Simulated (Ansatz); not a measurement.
**From the elastic tensor of Si at 3 GPa (stress–strain coefficients) to moduli and sound speeds**

Theory: DFT LDA, scalar-relativistic, plane waves, PAW (Ansatz). Plane waves to 420 eV; Γ-centred k mesh 12×12×6; Gaussian smearing of 0.01 eV. No spin polarisation.

The structure is hexagonal, space group P6_3/mmc (No. 194). The conventional cell has a = 3.764 Å, b = 3.764 Å, c = 6.232 Å, α = 90.00°, β = 90.00°, γ = 120.00°. Si (site symmetry 3m) has 4 Si at 2.31 to 2.33 Å as nearest neighbours.

Relaxed-ion constants (GPa, on the Cartesian axes of the calculation):
C11 = 204.3, C12 = 67.1, C13 = 51.0, C22 = 204.3, C23 = 51.0, C33 = 233.8, C44 = 47.8, C55 = 47.8, C66 = 68.6 GPa; the others vanish.

Density 2.439 g/cm³; 4 atoms in 76.48 Å³.

The values that follow are for a polycrystal of randomly turned grains, by Hill's mean where one number stands.

| Quantity | Value |
| --- | --- |
| Bulk modulus, Voigt / Reuss / Hill | 108.9 / 108.9 / 108.9 GPa |
| Shear modulus, Voigt / Reuss / Hill | 64.4 / 60.8 / 62.6 GPa |
| Young's modulus | 158 GPa |
| Poisson ratio | 0.259 |
| Pugh ratio B/G | 1.74 |
| Universal anisotropy index | 0.29 |
| Longitudinal and transverse sound speeds | 8881 and 5066 m/s |
| Debye temperature from the mean sound speed | 627 K |

This form isn't the element's structure at ambient conditions.

Cost: 1 run of about 5.3 core-minutes, on Arm Neoverse N1 (shared hosts).

The crystal resists compression almost equally in all directions, so the Voigt and Reuss bulk moduli coincide; its anisotropy lies mainly in shear. It is stiffest along c, where C33 reaches 233.8 GPa against 204.3 GPa for C11, and softest in shear between basal layers, with C44 at 47.8 GPa. This follows from the directional tetrahedral bonding of hexagonal-diamond silicon: each atom has a bond lying along c, which axial strain stretches directly, whereas basal-plane slip mainly tilts these bonds and changes bond angles, at a lower energy cost.

The Pugh ratio of 1.74 sits practically at the customary brittle–ductile divide, but it shouldn't be read as a sign of incipient ductility. That rule was drawn from metals, while plasticity in covalent silicon is limited by the high lattice resistance to dislocation motion, which elastic moduli don't capture. The constants satisfy the elastic stability conditions for a hexagonal crystal under homogeneous strain, but this doesn't exclude instability against phonons of finite wavelength.
